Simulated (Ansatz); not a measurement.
A series in volume per atom on MgTe

All results are calculated (Ansatz 0.2.0). Band levels at named k points (names of the unstrained cell) at fixed atoms, from the valence top (v1 top filled band, c1 lowest empty), gap the least over mesh, points and any path between them, spin-unpolarised plane waves, DDH-PBE0 mixes 1/eps_inf of exact exchange.

Cell of the first row (space group P6_3mc, No. 186):
```
MgTe
1.0
      4.3945     0.0000     0.0000
     -2.1973     3.8058     0.0000
      0.0000     0.0000     7.1569
Mg Te
2 2
Direct
  0.33333 0.66667 -0.00061
  0.66667 0.33333 0.49939
  0.33333 0.66667 0.37561
  0.66667 0.33333 0.87561
```

Settings of every row: periodic directions 3; functional PBE; spin orbit no; potentials PAW; wave cutoff 420 eV; k mesh 6x6x4; smearing width 0.02 eV.

Point:
| name | a (fraction of the reciprocal vector) | b (fraction of the reciprocal vector) | c (fraction of the reciprocal vector) |
| --- | --- | --- | --- |
| Gamma | 0 | 0 | 0 |
| M | 0.5 | 0 | 0 |
| K | 0.3333 | 0.3333 | 0 |
| A | 0 | 0 | 0.5 |
| L | 0.5 | 0 | 0.5 |
| H | 0.3333 | 0.3333 | 0.5 |
| extra_v | -0.0104 | 0.0052 | 0 |

Limits: semilocal functionals tend to give too small a gap; no spin-orbit coupling, which shifts gaps with heavier elements (MgTe); the cell comes from a prototype or a list of computed structures and needn't be the stable phase.

| row | volume per atom (Å³) | least direct gap (eV) | band gap (eV) |
| --- | --- | --- | --- |
| 1 | 29.924 | 3.044 | 3.044 |
| 2 | 31.349 | 2.817 | 2.816 |
| 3 | 31.853 | 2.74 | 2.74 |
| 4 | 33.823 | 2.462 | 2.461 |
| 5 | 35.893 | 2.199 | 2.198 |
| 6 | 38.046 | ? | ? |

Question: what least direct gap should row 6 give?

Worked fit of least direct gap. Take t = volume per atom − 33, in Å³. The shown rows have t = -3.076, -1.651, -1.147, 0.823, 2.893. Least squares give least direct gap = 2.5743 − 0.14075 × t + 0.003845 × t² eV; a straight line predicts inner rows, each left out in turn, worse (root mean square 0.016 against 0.0013 eV). The rows lie off it by 0.000, 0.000, -0.001, 0.001, 0.000. The withheld row has t = 5.046, so the fit gives 2.5743 − 0.14075 × (5.046) + 0.003845 × (5.046)² = 1.962 eV.

The calculation gave 1.954 eV. The fit lies 0.008 eV (0.73 % of the column's range) above it; its largest miss of a shown row is 0.001 eV. This row lies beyond the range of the fit.

The other values of row 6: band gap 1.954 eV.
